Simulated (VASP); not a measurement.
A run of VASP 6.6.1 is set up as follows.

Contents of POSCAR:

```
Pt
1.0
    0.0000000000      2.6240086575      2.6240086575
    2.6240086575      0.0000000000      2.6240086575
    2.6240086575      2.6240086575      0.0000000000
Pt
2
Direct
    0.5000000000      0.5000000000      0.5000000000
    0.7500000000      0.7500000000      0.7500000000
```

File INCAR.step1:

```
PREC = Accurate ; ENCUT = 600
ISMEAR = 0 ; SIGMA = 0.1
LREAL = False ; LASPH = True
NELM = 100 ; GGA = PE
ALGO = Normal ; EDIFF = 1E-4
LWAVE = True ; LCHARG = False
```

Contents of INCAR.step2:

```
PREC = Accurate ; ENCUT = 600
EDIFF = 1E-7 ; ISMEAR = 0
SIGMA = 0.1 ; LREAL = False
LASPH = True ; NELM = 100
ALGO = Normal ; ISIF = 3
LWAVE = False ; LCHARG = False
METAGGA = R2SCAN ; LMIXTAU = True
IBRION = 2 ; NSW = 90
EDIFFG = -0.04 ; ISTART = 1
```

KPOINTS

```
Automatic mesh
0
Gamma
  6 6 6
```

Potentials or basis: VASP PAW PBE potentials, release 64 (Pt).

Run with:

```sh
$ cat potpaw_PBE.64/Pt/POTCAR > POTCAR
$ cp INCAR.step1 INCAR
$ mpirun -np 1 vasp_std > vasp.out
$ cp INCAR.step2 INCAR
$ mpirun -np 1 vasp_std > vasp.out
```

Question: What does it give for the space group after relaxing (to 0.05 Å)?

Answer: Fd-3m (No. 227).

Question: Estimate the relaxed cell.

Answer: a = 4.047 Å, b = 4.047 Å, c = 4.047 Å, α = 60.00°, β = 60.00°, γ = 60.00°.

Final structure:
```
Pt
1.0
     0.00000    2.86174    2.86174
     2.86174    0.00000    2.86174
     2.86174    2.86174    0.00000
Pt
2
Direct
  0.50000 0.50000 0.50000
  0.75000 0.75000 0.75000
```

 The run has no spin-orbit coupling, so splittings on Pt are missing.
